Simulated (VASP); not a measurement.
Sb:

```
CELL_PARAMETERS angstrom
3.06335 0.00000 0.00000
0.00000 3.06335 0.00000
0.00000 0.00000 3.06335
ATOMIC_POSITIONS crystal
Sb 0.00000 0.00000 0.00000
```

This isn't the form of Sb at room conditions, which is rhombohedral.

Base run:

```yaml
Program: VASP 6.6.1
Functional: PBEsol
Potentials_or_basis: VASP PAW PBE potentials, release 64 (Sb)
Cutoff: 900 eV
k_mesh: 14 × 14 × 14
Occupations: gaussian, width 0.1 eV
Spin: no spin polarisation
```

Its results: band gap on the k mesh none (metal or under the smearing width); pressure 0.0 GPa.

Problem. The run is repeated on the same cell with these changes: functional from PBEsol to r2SCAN; cutoff from 900 eV to 520 eV. What comes out?

Solution. Band gap on the k mesh none (metal or under the smearing width); pressure 1.5 GPa.

Caveats: the PAW data sets were made with another functional, which shifts forces and pressure a little.
